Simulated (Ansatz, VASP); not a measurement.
## One calculation of CuO, two programs

The input INCAR:

```
SYSTEM = CuO
ALGO = Normal ; EDIFF = 1E-7
ENCUT = 520 ; GGA = PE
ISIF = 2 ; ISMEAR = -1
LASPH = .True. ; LCHARG = .False.
LREAL = .False. ; LWAVE = .False.
NBANDS = 34 ; NELM = 80
PREC = Accurate ; SIGMA = 0.05
```

The input KPOINTS:

```
k-points
0
Gamma
  7 7 7
  0 0 0
```

POSCAR

```
CuO
1.0
    4.0759960844      0.0000000000      0.0000000000
    0.0000000000      4.0759960844      0.0000000000
    0.0000000000      0.0000000000      3.8082810784
Cu O
3 3
Direct
    0.5000000000      0.0000000000      0.5000000000
    0.0000000000      0.5000000000      0.5000000000
    0.0000000000      0.0000000000      0.0000000000
    0.0000000000      0.0000000000      0.5000000000
    0.5000000000      0.0000000000      0.0000000000
    0.0000000000      0.5000000000      0.0000000000
```

The input input.yaml:

```yaml
crystal:
  lattice:
    - [4.0759960844, 0.0, 0.0]
    - [0.0, 4.0759960844, 0.0]
    - [0.0, 0.0, 3.8082810784]
  atoms:
    - { symbol: Cu, position: [0.5, 0.0, 0.5] }
    - { symbol: Cu, position: [0.0, 0.5, 0.5] }
    - { symbol: Cu, position: [0.0, 0.0, 0.0] }
    - { symbol: O, position: [0.0, 0.0, 0.5] }
    - { symbol: O, position: [0.5, 0.0, 0.0] }
    - { symbol: O, position: [0.0, 0.5, 0.0] }
hamiltonian:
  xc: pbe
  pseudopotentials: { kind: paw }
kpoints:
  mp_grid: { grid: [7, 7, 7] }
scf:
  occupations: { method: fermi_dirac, width: 0.05 }
output:
  forces: true
  stress: true
  eigenvalues: true
```

Change from the starting cell: volume scaled by 0.94.

Alike in both runs: task single point; functional PBE; k mesh 7 × 7 × 7; occupations fermi-dirac, width 0.05 eV; no spin polarisation.

|  | VASP | Ansatz |
| --- | --- | --- |
| version | VASP 6.6.1 | Ansatz 0.2.0 |
| potentials or method | VASP PAW PBE potentials, release 64 (Cu, O) | Ansatz PAW |
| plane-wave cutoff (eV) | 520 | 420 |
| valence electrons in the cell | 51 | 75 |

|  | VASP | Ansatz | Ansatz less VASP |
| --- | --- | --- | --- |
| gap on the k mesh at the Fermi level (eV) | none | none | - |
| pressure (GPa) | 13.2 | 12.4 | -0.73 |
| largest component of the traceless stress (GPa) | 4.94 | 4.26 | -0.686 |

A gap of «none» marks a metal or a gap that the smearing closes. The functional is the same, so the differences come from potentials, cutoffs and numerics. The two sets of potentials don't hold the same shells in valence.

Caveats: an odd number of electrons without spin polarisation forces a metal; a magnetic or distorted state may lie lower; the run has no spin polarisation, though such a crystal can be magnetic; semilocal functionals often make such compounds metallic where correlation or magnetic order opens a gap, which also shifts bond lengths; the pressure holds a Pulay correction of +0.7 GPa for the finite cutoff (Ansatz).
